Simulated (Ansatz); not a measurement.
**SiC: a slab and its surfaces, (110), 4 layers**

Aim: cut a slab of SiC (110), 4 layers from the relaxed bulk, relax it, and get surface energy and work function. The runs shown use LAPW. Companion runs by PAW are cited. Its runs: bulk in the slab's orientation (LAPW); the reference run (LAPW); at the positions relaxed by PAW (LAPW); field of 0.5 V/Å along the normal (LAPW).

Program: Ansatz 0.2.0. Level of theory: DFT, PBE, all-electron LAPW, scalar-relativistic. These are calculated values, not measurements.

## (1) The structure to begin with

The structure is cubic, space group F-43m (No. 216). The conventional cell has a = 4.380 Å, b = 4.380 Å, c = 4.380 Å, α = 90.00°, β = 90.00°, γ = 90.00°. Si (site symmetry -43m) has 4 C at 1.90 Å as nearest neighbours. C (site symmetry -43m) is surrounded by 4 Si at 1.90 Å.

Structure file:

```
Si C
1.0
    -2.18986    2.18986    0.00000
     0.00000    0.00000    4.37971
     2.18986    2.18986    0.00000
Si C
2 2
Direct
  0.00000 0.00000 0.00000
  0.50000 0.50000 0.50000
  0.00000 0.25000 0.50000
  0.50000 0.75000 0.00000
```

Atoms are numbered in the order of the input: Si1, Si2, C3, C4.

## (2) Bulk in the slab's orientation, LAPW

Contents of input.yaml:

```yaml
crystal:
  lattice:
    - [-2.1898574519, 2.1898574519, 0.0]
    - [0.0, 0.0, 4.3797149038]
    - [2.1898574519, 2.1898574519, 0.0]
  atoms:
    - { symbol: Si, position: [0.0, 0.0, 0.0] }
    - { symbol: Si, position: [0.5, 0.5, 0.5] }
    - { symbol: C, position: [0.0, 0.25, 0.5] }
    - { symbol: C, position: [0.5, 0.75, 0.0] }
kpoints:
  mp_grid: { grid: [8, 6, 8] }
scf:
  occupations: { method: fermi_dirac, width: 0.02 }
hamiltonian:
  xc: pbe
  pseudopotentials: { kind: all_electron, lapw: { basis_error: 0.001 } }
output:
  forces: true
  stress: true
  eigenvalues: true
```

Started as:

```sh
> ansatz run input.yaml --threads 3 --pin off --max-ram 8192MiB --backend cpu --events-out ev --progress --plain --runs-dir out
```

## (4) Slab as cut, LAPW

Contents of input.yaml:

```yaml
crystal:
  lattice:
    - [3.0969261082, 0.0, 0.0]
    - [0.0, 4.3797149038, 0.0]
    - [0.0, 0.0, 20.6454]
  atoms:
    - { symbol: Si, position: [0.0, 0.875, 0.3874957821] }
    - { symbol: C, position: [0.5, 0.625, 0.3874957821] }
    - { symbol: Si, position: [0.5, 0.375, 0.4624985937] }
    - { symbol: C, position: [0.0, 0.125, 0.4624985937] }
    - { symbol: Si, position: [0.0, 0.875, 0.5375014058] }
    - { symbol: C, position: [0.5, 0.625, 0.5375014058] }
    - { symbol: Si, position: [0.5, 0.375, 0.6125042179] }
    - { symbol: C, position: [0.0, 0.125, 0.6125042179] }
kpoints:
  mp_grid: { grid: [8, 6, 1] }
scf:
  occupations: { method: fermi_dirac, width: 0.02 }
hamiltonian:
  xc: pbe
  pseudopotentials: { kind: all_electron, lapw: { basis_error: 0.001 } }
output:
  forces: true
  stress: true
  eigenvalues: true
  populations: true
  dos: { projected: true, de: 0.2, e_range: [-14, 8] }
efield:
  axis: 3
  amplitude: 0
  dipole_correction: true
```

## (5) At the positions relaxed by PAW, LAPW

Contents of input.yaml:

```yaml
crystal:
  lattice:
    - [3.0969261082, 0.0, 0.0]
    - [0.0, 4.3797149038, 0.0]
    - [0.0, 0.0, 20.6454]
  atoms:
    - { symbol: Si, position: [0.0, 0.8363537269, 0.400364156] }
    - { symbol: C, position: [0.5, 0.6415118333, 0.3879090407] }
    - { symbol: Si, position: [0.5, 0.3823671827, 0.4586487939] }
    - { symbol: C, position: [0.0, 0.1397796001, 0.4619575101] }
    - { symbol: Si, position: [0.0, 0.8823719973, 0.5413484291] }
    - { symbol: C, position: [0.5, 0.6397741725, 0.5380431381] }
    - { symbol: Si, position: [0.5, 0.336343889, 0.5996368214] }
    - { symbol: C, position: [0.0, 0.1414975981, 0.6120921098] }
kpoints:
  mp_grid: { grid: [8, 6, 1] }
scf:
  occupations: { method: fermi_dirac, width: 0.02 }
hamiltonian:
  xc: pbe
  pseudopotentials: { kind: all_electron, lapw: { basis_error: 0.001 } }
output:
  forces: true
  stress: true
  eigenvalues: true
efield:
  axis: 3
  amplitude: 0
  dipole_correction: true
```

## (6) Field of 0.5 V/Å along the normal, LAPW

input.yaml: that of step 5 with these lines changed.

```diff
@@ -27,3 +27,3 @@
   axis: 3
-  amplitude: 0
+  amplitude: 0.5
   dipole_correction: true
```

(Steps that only read results are left out.)

What does the calculation give? Wanted: surface energy; work function (for each run or level that gives them).

**Answer**, as computed:

```
                      quantity      value
surface energy (LAPW, relaxed)  2.85 J/m²
 work function (LAPW, relaxed)    5.22 eV
 surface energy (PAW, relaxed)  2.85 J/m²
  work function (PAW, relaxed)    5.22 eV
```

In words: By LAPW the surface costs 3.62 J/m² as cut and 2.85 J/m² relaxed. The field of 0.5 V/Å along the normal induces a dipole of 0.242 e·Å per cell (LAPW). The field of 0.5 V/Å along the normal induces a dipole of 0.242 e·Å per cell (PAW). With a gap the Fermi level lies anywhere inside it, so the work function printed is no measured quantity. Thickness wasn't converged, and no reconstruction was sought.

These are semilocal Kohn-Sham gaps, which aren't the measured quantity. Such gaps usually fall short of the measured ones.
